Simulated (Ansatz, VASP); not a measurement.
Given: the input of a run of VASP 6.6.1 on HfN.

The input INCAR:

```
SYSTEM = HfN
PREC     = Accurate       ! precision mode
ENCUT    = 520            ! plane-wave cutoff, eV
EDIFF    = 1E-6           ! SCF threshold, eV
ISMEAR   = -1             ! smearing method
SIGMA    = 0.05           ! smearing width, eV
LREAL    = .FALSE.        ! projectors in reciprocal space
LASPH    = .TRUE.         ! aspherical terms in the spheres
NELM     = 100            ! most SCF steps
ALGO     = Normal         ! electronic algorithm
ISIF     = 2              ! what is computed and relaxed
LWAVE    = .FALSE.        ! write WAVECAR
LCHARG   = .FALSE.        ! write CHGCAR
GGA      = PE             ! functional
NBANDS   = 14             ! bands
```

KPOINTS

```
regular mesh
0
G
  9 9 9
  0 0 0
```

Contents of POSCAR:

```
HfN
1.0
    2.8250300000      0.0000000000      0.0000000000
    0.0000000000      2.8250300000      0.0000000000
    0.0000000000      0.0000000000      2.8250300000
Hf N
1 1
Direct
    0.5000000000      0.5000000000      0.5000000000
    0.0000000000      0.0000000000      0.0000000000
```

Potentials or basis: VASP PAW PBE potentials, release 64 (Hf_pv, N).

Launch:

```sh
$ cat potpaw_PBE.64/Hf_pv/POTCAR potpaw_PBE.64/N/POTCAR > POTCAR
$ mpirun -np 1 vasp_std > vasp.out
```

Problem. Translate it to Ansatz 0.2.0. Potentials there: all-electron LAPW, scalar-relativistic.

Solution. As run (the cutoff follows the program's own potentials):

The input input.yaml:

```yaml
crystal:
  lattice:
    - [2.82503, 0.0, 0.0]
    - [0.0, 2.82503, 0.0]
    - [0.0, 0.0, 2.82503]
  atoms:
    - { symbol: Hf, position: [0.5, 0.5, 0.5] }
    - { symbol: "N", position: [0.0, 0.0, 0.0] }
kpoints:
  mp_grid: { grid: [9, 9, 9] }
scf:
  occupations: { method: fermi_dirac, width: 0.05 }
hamiltonian:
  xc: pbe
  pseudopotentials: { kind: all_electron, lapw: { basis_error: 0.001 } }
output:
  forces: true
  stress: true
  eigenvalues: true
  populations: true
```

Potentials or basis: all-electron LAPW, scalar-relativistic.

Launch:

```console
$ ansatz run input.yaml --threads 1 --pin off --max-ram 3072MiB --backend cpu --events-out ev --progress --plain --runs-dir out
```

Both were run:

|  | VASP | Ansatz | Ansatz less VASP |
| --- | --- | --- | --- |
| gap on the k mesh at the Fermi level (eV) | none | none | - |
| pressure (GPa) | -2.5 | 0.2 | +2.75 |

A gap of «none» marks a metal or a gap that the smearing closes. Ansatz ran all-electron here, so the differences hold the error of VASP's frozen core and of both bases.

Spin-orbit coupling is left out, which matters for the levels of Hf.
